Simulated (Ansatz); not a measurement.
CsH: how the free axis answers a strain

CsH, Fm-3m, a = 6.376 Å. Ansatz: r2SCAN, PAW, 500 eV, Γ-centred 6×6×4 mesh on 4 atoms, Gaussian smearing 0.02 eV; no spin polarisation. Series: biaxial strain in the a-b plane, c and atoms relaxed; x is the strain in per cent. The axes a, b, c are those of the computed cell (4.509, 4.509, 6.376 Å), along [1 1 0], [-1 1 0], [0 0 1] of the cell named above. y is the change of c in per cent of 6.376 Å.

```tsv
x (%)	y (%)
-6.0	?
-4.0	0.75
-2.0	0.40
0.0	0.00
2.0	-0.33
4.0	-0.70
6.0	-1.11
```

Problem. Fit y = c1 x + c2 x² to the other rows, say what c1 measures, and predict the missing y.

Solution. Least squares on the rows shown. y = −0.1847 x + 0.0005563 x². With no stress along c, c1 = −2C12/C11 = -0.185. With a term in x³ added, the coefficient of x becomes -0.1747, 5 % less, which shows how far this figure hangs on the form. At x = -6.0 the fit asked for gives 1.13 %. The run gave 1.04 %, so the fit is 0.09 % too high, 4.2 % of the span of the series, against an rms of 0.03 % on the fitted rows. The row lies outside the fitted range. With a term in x³ added, a fit to the same known rows predicts 1.23 %, further off still.